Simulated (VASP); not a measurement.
Write the native input for VASP 6.6.1 that does the following.

- Task: band structure
- Functional: r2SCAN
- Potentials or basis: VASP PAW PBE potentials, release 64 (Ba_sv, S)
- Cutoff: 520 eV
- k mesh: 5 × 5 × 5
- Occupations: fermi-dirac, width 0.05 eV
- Spin: spin-orbit coupling, no magnetisation
- Further INCAR settings: ALGO = Normal; EDIFF = 1e-06; NBANDS = 28

The structure of BaS lies in POSCAR:

```
BaS
1.0
    0.0000000000      3.1937500000      3.1937500000
    3.1937500000      0.0000000000      3.1937500000
    3.1937500000      3.1937500000      0.0000000000
Ba S
1 1
Direct
    0.0000000000      0.0000000000      0.0000000000
    0.5000000000      0.5000000000      0.5000000000
```

One way to write it, as run:

INCAR

```
ALGO     = Normal         # electronic algorithm
EDIFF    = 1E-6           # SCF threshold, eV
ENCUT    = 520            # plane-wave cutoff, eV
GGA_COMPAT= False        
ISIF     = 2              # what is computed and relaxed
ISMEAR   = -1             # smearing method
LASPH    = True           # aspherical terms in the spheres
LCHARG   = False          # write CHGCAR
LMIXTAU  = True         
LORBIT   = 11             # projections on sites
LREAL    = False          # projectors in reciprocal space
LSORBIT  = True           # spin-orbit coupling
LWAVE    = False          # write WAVECAR
MAGMOM   = 0 0 0 0 0 0    # initial moments
METAGGA  = R2SCAN         # meta-GGA
NBANDS   = 28             # bands
NELM     = 80             # most SCF steps
PREC     = Accurate       # precision mode
SIGMA    = 0.05           # smearing width, eV
```

KPOINTS

```
k-points
0
Gamma
  5 5 5
```

KPOINTS_OPT

```
path GXWKGLUWLK,UX
10
line-mode
reciprocal
 0.0000000000  0.0000000000  0.0000000000  G
 0.5000000000  0.0000000000  0.5000000000  X

 0.5000000000  0.0000000000  0.5000000000  X
 0.5000000000  0.2500000000  0.7500000000  W

 0.5000000000  0.2500000000  0.7500000000  W
 0.3750000000  0.3750000000  0.7500000000  K

 0.3750000000  0.3750000000  0.7500000000  K
 0.0000000000  0.0000000000  0.0000000000  G

 0.0000000000  0.0000000000  0.0000000000  G
 0.5000000000  0.5000000000  0.5000000000  L

 0.5000000000  0.5000000000  0.5000000000  L
 0.6250000000  0.2500000000  0.6250000000  U

 0.6250000000  0.2500000000  0.6250000000  U
 0.5000000000  0.2500000000  0.7500000000  W

 0.5000000000  0.2500000000  0.7500000000  W
 0.5000000000  0.5000000000  0.5000000000  L

 0.5000000000  0.5000000000  0.5000000000  L
 0.3750000000  0.3750000000  0.7500000000  K

 0.6250000000  0.2500000000  0.6250000000  U
 0.5000000000  0.0000000000  0.5000000000  X
```

Potentials or basis: VASP PAW PBE potentials, release 64 (Ba_sv, S).

Launch:

```console
$ cat potpaw_PBE.64/Ba_sv/POTCAR potpaw_PBE.64/S/POTCAR > POTCAR
$ mpirun -np 1 vasp_ncl > vasp.out
```

It gave:

```json
{"Pressure": "1.4 GPa", "Valence electrons inside the program's atomic spheres": "Ba 7.91; S 3.77"}
```

Caveat: the PAW data sets were made with another functional, which shifts forces and pressure a little.

It took 10 min on 1 thread of Intel(R) Xeon(R) 6975P-C (Granite Rapids), with other jobs on the host, peak memory 0.46 GiB.
